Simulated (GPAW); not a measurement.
The system is BAs.

```
CELL_PARAMETERS angstrom
0.00000 2.38850 2.38850
2.38850 0.00000 2.38850
2.38850 2.38850 0.00000
ATOMIC_POSITIONS crystal
As 0.75000 0.75000 0.75000
B 0.00000 0.00000 0.00000
```

Base run:

* Program: GPAW 26.7.0
* Functional: PBEsol
* Potentials or basis: PAW data sets generated in the run's folder for this functional
* Cutoff: 800 eV
* Basis: pw
* k mesh: 10 × 10 × 10
* Occupations: fermi-dirac, width 0.05 eV
* Spin: no spin polarisation

Its results: band gap on the k mesh 1.08 eV, indirect (least direct gap 3.26 eV); pressure -0.3 GPa.

Question: The run is repeated on the same cell with these changes: functional from PBEsol to BLYP; band points from 60 to 80. What comes out?

Answer: Band gap on the k mesh 1.41 eV, indirect (least direct gap 3.39 eV); pressure 8.2 GPa.
